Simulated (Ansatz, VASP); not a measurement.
# One calculation of MgO, two programs

Contents of INCAR:

```
  PREC = Accurate
  ENCUT = 520
  EDIFF = 1E-6
  ISMEAR = -1
  SIGMA = 0.05
  LREAL = F
  LASPH = T
  NELM = 80
  ALGO = Normal
  ISIF = 2
  LWAVE = F
  LCHARG = F
  GGA = PE
  NBANDS = 11
```

The input KPOINTS:

```
regular mesh
0
Gamma
  15 15 15
```

The input POSCAR:

```
MgO
1.0
    0.0000000000      1.8892707084      1.8892707084
    1.8892707084      0.0000000000      1.8892707084
    1.8892707084      1.8892707084      0.0000000000
Mg O
1 1
Direct
    0.0000000000      0.0000000000      0.0000000000
    0.2500000000      0.2500000000      0.2500000000
```

Input for Ansatz:

```yaml
crystal:
  lattice:
    - [0.0, 1.8892707084, 1.8892707084]
    - [1.8892707084, 0.0, 1.8892707084]
    - [1.8892707084, 1.8892707084, 0.0]
  atoms:
    - { symbol: Mg, position: [0.0, 0.0, 0.0] }
    - { symbol: O, position: [0.25, 0.25, 0.25] }
kpoints:
  mp_grid: { grid: [15, 15, 15] }
  band_path:
    path:
      - [0.0, 0.0, 0.0]
      - [-0.5, -0.5, 0.0]
      - [-0.375, -0.375, 0.25]
      - [-0.375, 0.0, 0.375]
      - [0.0, 0.0, 0.0]
      - [0.0, 0.0, 0.5]
      - [-0.5, -0.25, 0.25]
      - [-0.5, -0.5, 0.0]
    npoints: 8
scf:
  occupations: { method: fermi_dirac, width: 0.05 }
hamiltonian:
  xc: pbe
  pseudopotentials: { kind: all_electron, lapw: { basis_error: 0.001 } }
output:
  forces: true
  stress: true
  eigenvalues: true
  populations: true
  dos: { projected: true, de: 0.2, e_range: [-14, 8] }
```

Change from the starting cell: volume scaled by 0.55, LAPW.

Alike in both runs: task single point; functional PBE; k mesh 15 × 15 × 15; occupations fermi-dirac, width 0.05 eV; no spin polarisation.

|  | VASP | Ansatz |
| --- | --- | --- |
| version | VASP 6.6.1 | Ansatz 0.2.0 |
| potentials or method | VASP PAW PBE potentials, release 64 (Mg, O) | all-electron LAPW, scalar-relativistic |
| plane-wave cutoff (eV) | 520 | see its input |

Ansatz gave:

| Quantity | Value |
| --- | --- |
| gap on the k mesh at the Fermi level (eV) | 7.52 |
| pressure (GPa) | 226.2 |

Q: What did VASP give for the same quantities?

A: gap on the k mesh at the Fermi level (eV): 7.50; pressure (GPa): 235.8.

Ansatz ran all-electron here, so the differences hold the error of VASP's frozen core and of both bases.

Caveats: the cell as given lies far from equilibrium; so large a pressure means that the cell lies far from this level's equilibrium, or that cutoff or potentials fall short (VASP); an odd mesh through Γ misses points on the zone boundary, where band edges often lie.
